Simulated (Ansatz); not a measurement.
Crystal: SnTe.

```
CELL_PARAMETERS angstrom
0.00000 3.61115 3.61115
3.61115 0.00000 3.61115
3.61115 3.61115 0.00000
ATOMIC_POSITIONS crystal
Te 0.25000 0.25000 0.25000
Sn 0.00000 0.00000 0.00000
```

Measurements of this composition are mostly on another form, of space group No. 225.

Base run:

- Program: Ansatz 0.2.0
- Functional: HSE06
- Potentials or basis: Ansatz PAW
- Cutoff: 420 eV (not typed: the program's choice for these potentials)
- k mesh: 4 × 4 × 4
- Occupations: fermi-dirac, width 0.05 eV
- Spin: no spin polarisation

Its results: band gap on the k mesh 0.38 eV, indirect (least direct gap 1.16 eV); pressure -0.6 GPa.

Question: After a change of settings the same cell gave: band gap on the k mesh 0.99 eV, indirect (least direct gap 1.84 eV); pressure -0.9 GPa. Which change was it?
A. functional from HSE06 to r2SCAN0; cutoff from 420 eV (not typed: the program's choice for these potentials) to 500 eV (not typed: the program's choice for these potentials)
B. functional from HSE06 to HSEsol
C. functional from HSE06 to r2SCAN50; cutoff from 420 eV (not typed: the program's choice for these potentials) to 500 eV (not typed: the program's choice for these potentials)
D. functional from HSE06 to B3LYP

Answer: A.

Caveats: spin-orbit coupling is left out, which moves the levels of the heavy elements; the PAW data sets come from PBE, with cores solved anew for the run's functional, which leaves a small shift of forces and pressure; the thresholds are loose for stress.
